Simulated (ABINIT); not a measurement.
Input of an ABINIT 10.8.3 (patched build) run:

The input run.py:

```python
import json, os
import numpy as np
from ase.units import GPa
from ase.calculators.abinit import Abinit, AbinitProfile
from ase.io import read

atoms = read('AgCl.cif')

profile = AbinitProfile(command='abinit', pp_paths=[os.path.abspath('pseudos')])
params = dict(
    pps='pawxml', xc='PBE',
    ecut=680.2847,
    pawecutdg=1278.9352,
    kptopt=1,
    ngkpt=[8, 8, 8],
    nshiftk=1,
    shiftk=[0.0, 0.0, 0.0],
    ixc=11,
    nband=13,
    occopt=3,
    tsmear=0.05,
    nstep=100,
    tolvrs=1e-09,
    prtwf=0,
    prtden=0,
)

atoms.calc = Abinit(profile=profile, directory='run', **params)
energy = atoms.get_potential_energy()
forces = atoms.get_forces()
stress = atoms.get_stress()
print(f'energy {energy:.6f} eV')
print('forces (eV/A)')
print(np.round(forces, 5))
print('stress (GPa, Voigt, tension positive)', np.round(stress / GPa, 4))
json.dump(dict(energy=energy, forces=forces.tolist(), stress=stress.tolist(), cell=atoms.cell.tolist(), frac=atoms.get_scaled_positions(wrap=False).tolist()), open('results.json', 'w'))
```

File AgCl.cif:

```cif
data_AgCl
_cell_length_a 3.86787409
_cell_length_b 3.86787409
_cell_length_c 3.86787409
_cell_angle_alpha 60.00000000
_cell_angle_beta 60.00000000
_cell_angle_gamma 60.00000000
_space_group_name_H-M_alt 'P1'
_space_group_name_Hall 'P 1'
_space_group_IT_number 1
loop_
_space_group_symop_operation_xyz
'x,y,z'
loop_
_atom_site_label
_atom_site_type_symbol
_atom_site_symmetry_multiplicity
_atom_site_Wyckoff_symbol
_atom_site_fract_x
_atom_site_fract_y
_atom_site_fract_z
_atom_site_occupancy
Ag1 Ag 1 a 0.0000000000 0.0000000000 0.0000000000 1
Cl1 Cl 1 a 0.5000000000 0.5000000000 0.5000000000 1
```

Potentials or basis: JTH PAW PBE v2.0.

Run with:

```bash
$ python run.py
```

Q: Estimate the pressure.

A: 3.9 GPa.

Q: What does it give for the band gap on the k mesh?

A: 0.90 eV, indirect (least direct gap 3.31 eV).

**Experimental background.**

From a printed reference work, data compilation, for a bulk crystal of AgCl: band gap 3.249 eV (indirect).

A measured gap of AgCl is 3.249 eV (indirect; a printed reference work, data compilation); the calculated 0.90 eV misses it by -2.35 eV. So large a miss can be the level of theory's own, or it may mean another phase, state or a wrong row. Spin-orbit coupling on Ag is left out. The value is that of PBE on a finite k mesh, which can miss the band edges, without temperature or zero-point motion. Semilocal functionals fall short of measured gaps as a rule.
